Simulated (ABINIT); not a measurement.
# GaP: single point with PBEsol

**What was measured.**

From “Stacking defects in GaP nanowires: Electronic structure and optical properties”, 2018, arxiv:1810.01194, for a bulk crystal of GaP at 10 K: band gap 2.34 eV (indirect).

Crystal: GaP.

```
CELL_PARAMETERS angstrom
0.00000 2.72525 2.72525
2.72525 0.00000 2.72525
2.72525 2.72525 0.00000
ATOMIC_POSITIONS crystal
Ga 0.00000 0.00000 0.00000
P 0.75000 0.75000 0.75000
```

```
Program                                         : ABINIT 10.8.3 (patched build)
Task                                            : single point
Functional                                      : PBEsol
Potentials or basis                             : JTH PAW PBE v2.0
Cutoff                                          : 544 eV
k mesh                                          : 10 × 10 × 10
Occupations                                     : fermi-dirac, width 0.05 eV
Spin                                            : no spin polarisation
Fine-grid cutoff                                : 1088.46 eV
Exchange and correlation inside the PAW spheres : full angular mesh (pawxcdev 0, this build's default; the released program takes 1)
```

```yaml
Pressure: -0.4 GPa
Band_gap_on_the_k_mesh: 1.48 eV, indirect (least direct gap 1.74 eV)
Valence_electrons_inside_the_program's_atomic_spheres: Ga 11.07; P 1.58
```

Levels at points of the mesh, in eV from the valence-band top:
```csv
k point,band 6,band 7,band 8,band 9,band 10,band 11,band 12,band 13
"(0.00, 0.00, 0.00)",-12.53,0.00,0.00,0.00,1.74,3.82,3.82,3.82
"(0.50, 0.00, 0.00)",-10.44,-6.70,-1.13,-1.13,1.58,4.64,4.64,8.09
"(0.50, 0.50, 0.00)",-9.53,-6.81,-2.71,-2.71,1.52,1.72,10.53,10.53
```

It took 27 s on 1 thread of Arm Neoverse V1 (shared host), peak memory 0.12 GiB.

A measured gap of GaP is 2.34 eV (indirect; 10 K; quoted in “Stacking defects in GaP nanowires: Electronic structure and optical properties”, 2018, arxiv:1810.01194); the calculated 1.48 eV misses it by -0.86 eV. Spin-orbit coupling on Ga is left out. The value is that of PBEsol on a finite k mesh, which can miss the band edges, without temperature or zero-point motion. Semilocal functionals fall short of measured gaps as a rule.

Caveat: the PAW data sets were made with another functional, which shifts forces and pressure a little.
